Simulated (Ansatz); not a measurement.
## Se under changes of volume

One of the cells (27.261 Å³/atom); the others are scaled copies at fixed shape and fractional positions:

```
Se
1.0
     4.36620    0.00000    0.00000
    -2.18310    3.78124    0.00000
     0.00000    0.00000    4.95360
Se
3
Direct
  0.77460 0.77460 0.00000
  0.00000 0.22540 0.66667
  0.22540 0.00000 0.33333
```

* Program: Ansatz 0.2.0
* Functional: LDA
* Potentials or basis: all-electron LAPW, scalar-relativistic
* Cutoff: 299 eV (chosen from the basis error)
* Basis error allowed: 0.002 eV/atom
* k mesh: 7 × 7 × 6
* Occupations: fermi-dirac, width 0.05 eV
* Spin: no spin polarisation

```csv
volume (Å³/atom),energy over the lowest point (meV/atom),pressure (GPa),gap on the mesh (eV),largest force (eV/Å)
25.625,8.11,2.6,1.04,0.889
26.170,1.73,1.2,1.06,0.647
26.716,0.00,-0.1,1.08,0.421
27.261,2.42,-1.3,1.10,0.212
27.806,8.57,-2.3,1.12,0.016
28.351,18.04,-3.2,1.11,0.166
28.896,?,?,?,?
```

What does the run at 28.896 Å³/atom give?

Energy over the lowest point 30.49 meV/atom; pressure -4.1 GPa; gap on the mesh 1.08 eV; largest force 0.336 eV/Å.

Worked out: A Birch-Murnaghan fit of order 3 (a polynomial in V^(-2/3)) to the other rows has its minimum at 26.66 Å³/atom with B0 = V·E''(V) = 60 GPa and B' = 4.4 at fixed shape and positions, which overstates the stiffness. It gives 30.49 meV/atom at 28.896 Å³/atom, against the run's 30.49, and -dE/dV = -4.1 GPa, against -4.1. A parabola through the other rows of the gap, of slope -0.0599 eV per unit of ln V there, extrapolates to 1.12 eV, against the run's 1.08.

Energies are extrapolated to zero smearing.

Caveats: an odd mesh through Γ misses points on the zone boundary, where band edges often lie. Spin-orbit coupling on Se is left out.
